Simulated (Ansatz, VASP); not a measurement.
ZrC in VASP and in Ansatz

File INCAR:

```
SYSTEM = ZrC
PREC = Accurate ; ENCUT = 520
EDIFF = 1E-6 ; ISMEAR = 0
SIGMA = 0.1 ; LREAL = .FALSE.
LASPH = .TRUE. ; NELM = 60
ALGO = Normal ; ISIF = 2
LWAVE = .FALSE. ; LCHARG = .FALSE.
GGA = PE ; NBANDS = 15
```

Contents of KPOINTS:

```
Automatic mesh
0
G
  6 6 6
  0 0 0
```

POSCAR

```
ZrC
1.0
    0.0000000000      2.3502099500      2.3502099500
    2.3502099500      0.0000000000      2.3502099500
    2.3502099500      2.3502099500      0.0000000000
Zr C
1 1
Direct
    0.5000000000      0.5000000000      0.5000000000
    0.0000000000      0.0000000000      0.0000000000
```

Input for Ansatz:

```yaml
crystal:
  lattice:
    - [0.0, 2.35020995, 2.35020995]
    - [2.35020995, 0.0, 2.35020995]
    - [2.35020995, 2.35020995, 0.0]
  atoms:
    - { symbol: Zr, position: [0.5, 0.5, 0.5] }
    - { symbol: C, position: [0.0, 0.0, 0.0] }
basis:
  ecutwfc: 420
kpoints:
  mp_grid: { grid: [6, 6, 6] }
hamiltonian:
  xc: pbe
scf:
  occupations: { method: gaussian, width: 0.1 }
  lower_state_search: "off"
output:
  forces: true
  stress: true
  eigenvalues: true
```

Alike in both runs: task single point; functional PBE; k mesh 6 × 6 × 6; occupations gaussian, width 0.1 eV; no spin polarisation.

```csv
,VASP,Ansatz
version,VASP 6.6.1,Ansatz 0.2.0
potentials or method,"VASP PAW PBE potentials, release 64 (Zr_sv, C)","scalar-relativistic, plane waves, PAW"
plane-wave cutoff (eV),520,420
valence electrons in the cell,16,16
```

VASP gave:

```
gap on the k mesh at the Fermi level (eV) : none
pressure (GPa)                            : 1.5
```

**Question.** What did Ansatz give for the same quantities?

**Answer.** gap on the k mesh at the Fermi level (eV): none; pressure (GPa): 1.3.

A gap of «none» marks a metal or a gap that the smearing closes.

Caveats: the k mesh is coarse (spacing up to 0.39 Å⁻¹), so the values aren't converged.
